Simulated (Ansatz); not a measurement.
## BaTe: single point with HSE06 form with a typed share of exact exchange

The system is BaTe.

```xyz
2
Lattice="0.0000 3.4100 3.4100 3.4100 0.0000 3.4100 3.4100 3.4100 0.0000" Properties=species:S:1:pos:R:3 pbc="T T T"
Ba    0.0000    0.0000    0.0000
Te    3.4100    3.4100    3.4100
```

```json
{"Program": "Ansatz 0.2.0", "Task": "single point", "Functional": "HSE06 form with a typed share of exact exchange", "Potentials or basis": "Ansatz PAW", "Cutoff": "420 eV (not typed: the program's choice for these potentials)", "k mesh": "4 × 4 × 4", "Occupations": "fermi-dirac, width 0.05 eV", "Spin": "no spin polarisation"}
```

```json
{
 "Pressure": "3.7 GPa",
 "Band gap on the k mesh": "2.12 eV, indirect (least direct gap 2.52 eV)"
}
```

Levels at points of the mesh, in eV from the valence-band top:
```csv
k point,band 11,band 12,band 13,band 14,band 15,band 16
"(0.00, 0.00, 0.00)",0.00,0.00,0.00,3.80,3.80,3.80
"(0.00, 0.00, -0.50)",-2.59,-1.31,-1.31,5.01,6.04,6.20
"(0.00, -0.50, -0.50)",-1.22,-0.40,-0.40,2.12,5.59,6.00
```

It took 18 s on 2 threads of Intel(R) Xeon(R) 6975P-C (Granite Rapids) (shared host), peak memory 1.1 GiB.

Caveat: spin-orbit coupling is left out, which moves the levels of the heavy elements; the PAW data sets come from PBE, with cores solved anew for the run's functional, which leaves a small shift of forces and pressure; the thresholds are loose for stress. A k mesh can miss the band edges.
